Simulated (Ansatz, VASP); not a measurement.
This is a calculation of TaN for Ansatz 0.2.0.

File input.yaml:

```yaml
crystal:
  lattice:
    - [0.0, 2.211323, 2.211323]
    - [2.211323, 0.0, 2.211323]
    - [2.211323, 2.211323, 0.0]
  atoms:
    - { symbol: Ta, position: [0.5, 0.5, 0.5] }
    - { symbol: "N", position: [0.0, 0.0, 0.0] }
kpoints:
  mp_grid: { grid: [10, 10, 10] }
scf:
  occupations: { method: fermi_dirac, width: 0.05 }
hamiltonian:
  xc: pbe
  pseudopotentials: { kind: all_electron, lapw: { basis_error: 0.001 } }
output:
  forces: true
  stress: true
relax:
  f_tol: 0.01
  max_steps: 60
  cell: {}
```

Potentials or basis: all-electron LAPW, scalar-relativistic.

Run with:

```bash
$ ansatz run input.yaml --threads 1 --pin off --max-ram 3072MiB --backend cpu --events-out ev --progress --plain --runs-dir out
```

**Question.** Set up the same calculation for VASP 6.6.1. Potentials there: VASP PAW PBE potentials, release 64 (Ta_pv, N).

**Answer.** As run (the cutoff follows the program's own potentials):

The input INCAR:

```
SYSTEM = TaN
PREC = Accurate
ENCUT = 600
EDIFF = 1E-7
ISMEAR = -1
SIGMA = 0.05
LREAL = .False.
LASPH = .True.
NELM = 60
ALGO = Normal
ISIF = 3
LWAVE = .False.
LCHARG = .False.
GGA = PE
IBRION = 2
NSW = 80
EDIFFG = -0.01
```

Contents of KPOINTS:

```
regular mesh
0
Gamma
  10 10 10
  0 0 0
```

The input POSCAR:

```
TaN
1.0
    0.0000000000      2.2113230000      2.2113230000
    2.2113230000      0.0000000000      2.2113230000
    2.2113230000      2.2113230000      0.0000000000
Ta N
1 1
Direct
    0.5000000000      0.5000000000      0.5000000000
    0.0000000000      0.0000000000      0.0000000000
```

Potentials or basis: VASP PAW PBE potentials, release 64 (Ta_pv, N).

Launch:

```sh
$ cat potpaw_PBE.64/Ta_pv/POTCAR potpaw_PBE.64/N/POTCAR > POTCAR
$ mpirun -np 1 vasp_std > vasp.out
```

Both were run:

|  | VASP | Ansatz | Ansatz less VASP |
| --- | --- | --- | --- |
| relaxed volume (Å³/atom) | 10.79 | 10.77 | -0.017 |
| relaxed cell length with the largest relative difference (Å) | 3.125 | 3.123 | -0.0016 |

Ansatz ran all-electron here, so the differences hold the error of VASP's frozen core and of both bases.

Spin-orbit coupling is left out, which matters for the levels of Ta.
